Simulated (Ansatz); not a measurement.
# AlCu3: the cost of one run

Program: Ansatz 0.2.0. Level of theory: DFT PBEsol, scalar-relativistic, plane waves, PAW. These are calculated values, not measurements.

2 further runs of the same task are left out: 2 set aside as unsound or not needed.

**1. The structure to begin with**

The structure is cubic, space group Pm-3m (No. 221). Conventional cell: a = 3.632 Å, b = 3.632 Å, c = 3.632 Å, α = 90.00°, β = 90.00°, γ = 90.00°. Around Al (site symmetry m-3m) lie 12 Cu at 2.57 Å. Cu (site symmetry 4/mmm) has 4 Al at 2.57 Å and 8 Cu at 2.57 Å as nearest neighbours.

Coordinates:

```
Al Cu
1.0
     3.63242    0.00000    0.00000
     0.00000    3.63242    0.00000
     0.00000    0.00000    3.63242
Al Cu
1 3
Direct
  0.00000 0.00000 0.00000
  0.50000 0.50000 0.00000
  0.50000 0.00000 0.50000
  0.00000 0.50000 0.50000
```

It goes back to an entry of the Materials Project, which need not be the stable form.

This cell was relaxed beforehand with the same method: volume 11.98 Å³/atom, gap on the mesh none (metal).

**2. The reference run: elastic constants**

Input file input.yaml:

```yaml
crystal:
  lattice:
    - [3.6324203633, 0.0, 0.0]
    - [0.0, 3.6324203633, 0.0]
    - [0.0, 0.0, 3.6324203633]
  atoms:
    - { symbol: Al, position: [0.0, 0.0, 0.0] }
    - { symbol: Cu, position: [0.5, 0.5, 0.0] }
    - { symbol: Cu, position: [0.5, 0.0, 0.5] }
    - { symbol: Cu, position: [0.0, 0.5, 0.5] }
basis:
  ecutwfc: 420
kpoints:
  mp_grid: { grid: [12, 12, 12] }
hamiltonian:
  xc: pbesol
scf:
  occupations: { method: fermi_dirac, width: 0.15 }
output:
  forces: true
  stress: true
  eigenvalues: true
elastic:
  mode: relaxed_ion
  stencil: two_point
```

The run is started by

```bash
> ansatz run input.yaml --threads 1 --pin off --max-ram 3072MiB --backend cpu --events-out ev --progress --plain --runs-dir out
```

Q: Estimate wall time and peak memory on 1 thread of Arm Neoverse N1, shared host.

About 3.5 min, with a peak of 0.67 GiB.
